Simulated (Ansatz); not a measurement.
**CdI2-type TiS2**

Level of theory: DFT, PBE with spin–orbit coupling, two-component spinors; plane waves to 420 eV with PAW datasets (Ansatz 0.2.0), 12×12×6 k-mesh, Gaussian smearing of 0.05 eV. The datasets are Ansatz's generated set soft_2.

```xyz
3
Lattice="3.4130 0.0000 0.0000 -1.7065 2.9557 0.0000 0.0000 0.0000 6.4679" Properties=species:S:1:pos:R:3 pbc="T T T"
Ti    0.0000    0.0000    0.0000
S     0.0000    1.9705    1.4206
S     1.7065    0.9852    5.0473
```

The compound is reported in the structure type of the start.

The run above is the reference. The same cell was run again with other input settings; several of them aren't fit for production, so the rows show the settings' effect and aren't properties of the material.

| keys changed | outcome | ΔE (meV/atom) | P (GPa) | gap on the mesh (eV) | cell moment (μB) | largest force component (eV/Å) | SCF iterations | rough core-seconds | new warnings |
| --- | --- | --- | --- | --- | --- | --- | --- | --- | --- |
| none (reference) | converged | 0.0 | 0.0 | metal | 0.00 (no moment typed) | 0.009 | – | – | – |
| scf.convergence.dr2_threshold: 1e-09; basis.ecutwfc: 420 → "250 eV" | converged | 395.1 | 1.2 | metal | 0.00 (no moment typed) | 0.097 | 12 | 18 | cutoff below recommended; stress scf threshold loose |
| scf.occupations.width: 0.05 → null; scf.occupations.method: "gaussian" → "tetrahedron_uncorrected" | converged | 0.2 | 0.1 | metal | 0.00 (no moment typed) | 0.024 | 9 | 30 | band table not solved further |
| basis.ecutwfc: 420 → "25.7 Ry"; scf.initial_density.chi_scale: 0.0 | converged | 3.8 | 0.0 | metal | 0.00 (no moment typed) | 0.009 | 10 | 26 | cutoff below recommended |
| accuracy: "medium"; hamiltonian.xc: "pbe" → "lda" | converged | – | -5.5 | metal | 0.00 (no moment typed) | 0.443 | 9 | 30 | – |
| scf.eigensolver.kind: "davidson"; basis.precision: "f64"; scf.lower_state_search: "off" | converged | 0.0 | 0.0 | metal | 0.00 (no moment typed) | 0.009 | 10 | 60 | – |

ΔE is the energy with the smearing extrapolated to zero. It is left out where the change alters the Hamiltonian or the spin treatment. The varied runs start from atomic densities (corrected by the program's trained start where that serves), with the default search for lower states unless a row changes it.

**Question.** What happens with these changes: hamiltonian.hubbard: {"sites": [{"species": "Ti", "l": "d", "u_eff": 2.0}], "double_counting": "amf"}?

**Answer.** outcome converged, P (GPa) 0.4, gap on the mesh (eV) 0.07, cell moment (μB) 0.00 (no moment typed), largest force component (eV/Å) 0.025, SCF iterations 9, rough core-seconds 60.

**Question.** What happens with these changes: scf.lower_state_search: "off"; basis.ecutwfc: 420 → "22.0 Ry"?

**Answer.** outcome converged, ΔE (meV/atom) 51.2, P (GPa) 0.1, gap on the mesh (eV) metal, cell moment (μB) 0.00 (no moment typed), largest force component (eV/Å) 0.001, SCF iterations 8, rough core-seconds 19, new warnings cutoff below recommended.

1 further run (cut off, refused for memory, with changed atoms or starts, or in doubt) is left out.

At this volume the pressure is 0.04 GPa.

Of the reference: The structure is built of weakly bound layers, and this functional has no dispersion term, so their spacing and all that hangs on it (volume, the soft elastic constants, low modes, dielectric constants) are poorly given. Compounds of this kind are often insulators, so the metal found may come from the functional, which lacks a U or exact exchange, or from the structure.
